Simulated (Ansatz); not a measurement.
## Rh: how the axes shrink under pressure

Rh, P6_3/mmc, a = 2.689 Å, c = 8.777 Å. This isn't the element's structure at ambient conditions. Ansatz: r2SCAN, PAW, 500 eV, Γ-centred 18×18×6 mesh on 4 atoms, Gaussian smearing 0.10 eV; no spin polarisation. Cell and atoms are relaxed at each pressure, and no other structure is tried, so the rows at high pressure may lie past a change of phase. y = 100 ln(c/c0) with c0 = 8.7774 Å, so nearly a change in per cent. The pressures are the targets, met within 0.03 GPa.

```
P (GPa) y  100 ln(a/a0)
   -3.0   0.35          0.37
    0.0   0.00          0.00
    3.0  -0.35         -0.35
    8.0  -0.89         -0.89
   15.0  -1.57         -1.58
   30.0      ?             ?
   60.0  -4.86         -4.91
```

Problem. Fit y = c1 P + c2 P² to the other rows, give the linear compressibility along c, and predict the missing y.

Solution. Least squares on the rows shown. y = −0.1138 P + 0.0005463 P². The linear compressibility along c is −c1/100 = 1.14 per TPa, against 1.15 along a from the same fit to the last column (its missing entry is -2.86): the crystal is about as stiff along both at low pressure. At P = 30.0 the fit asked for gives -2.92. The run gave -2.84, so the fit is 0.08 too low, 1.5 % of the span of the series, against an rms of 0.01 on the fitted rows. With a term in P³ added, a fit to the same known rows predicts -2.84, so most of the miss is curvature that the known rows already hold.